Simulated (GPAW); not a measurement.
Crystal: Al.

```xyz
1
Lattice="2.8392 0.0000 0.0000 1.4419 2.4465 0.0000 1.3376 0.8671 2.3852" Properties=species:S:1:pos:R:3 pbc="T T T"
Al    0.0000    0.0000    0.0000
```

The cell isn't the ideal one: cell sheared at random, sigma 0.03, atoms nudged by 0.01 Å.

| Property | Result |
| --- | --- |
| Program | GPAW 26.7.0 |
| Task | relaxation of cell and atoms |
| Functional | rSCAN |
| Dispersion | D3(BJ) |
| Potentials or basis | GPAW PAW data sets (gpaw-data 1.2.1) |
| Cutoff | 600 eV |
| Basis | pw |
| k mesh | 8 × 8 × 8 |
| Occupations | fermi-dirac, width 0.05 eV |
| Spin | no spin polarisation |

At the start: pressure -4.5 GPa; volume 16.57 Å³/atom.

**Question.** How do energy, volume and symmetry change on relaxing?

**Answer.** Over 14 steps the energy falls by 20.0 meV/atom and the volume is 15.69 Å³/atom (-5.3 %); space group R-3m (No. 166, to 0.05 Å).

The path:
| step | energy change (eV) | largest force (eV/Å) | pressure (GPa) | volume (Å³) |
| --- | --- | --- | --- | --- |
| 1 | 0.0000 | 0.0000 | -4.46 | 16.57 |
| 2 | -0.0092 | 0.0000 | -2.93 | 16.24 |
| 3 | -0.0161 | 0.0000 | 0.40 | 15.63 |
| 4 | -0.0166 | 0.0000 | 0.30 | 15.65 |
| 5 | 0.2860 | 0.0000 | 1.72 | 17.33 |
| 6 | -0.0181 | 0.0000 | -1.07 | 15.87 |
| 7 | -0.0171 | 0.0000 | 0.47 | 15.62 |
| 8 | -0.0187 | 0.0000 | -0.36 | 15.74 |
| 9 | -0.0188 | 0.0000 | -0.43 | 15.76 |
| 10 | -0.0189 | 0.0000 | -0.47 | 15.76 |
| 11 | -0.0193 | 0.0000 | -0.50 | 15.76 |
| 12 | -0.0197 | 0.0000 | -0.40 | 15.75 |
| 13 | -0.0200 | 0.0000 | -0.13 | 15.71 |
| 14 | -0.0200 | 0.0000 | -0.01 | 15.69 |

Final structure:
```xyz
1
Lattice="2.7727 -0.0117 0.0487 1.3982 2.3957 -0.0007 1.3487 0.8177 2.3705" Properties=species:S:1:pos:R:3 pbc="T T T"
Al    0.0000    0.0000    0.0000
```

Caveat: later steps reuse the first step's grids; the PAW data sets were made with another functional, which shifts forces and pressure a little; pairwise dispersion overbinds metals, which lowers pressure and volume.
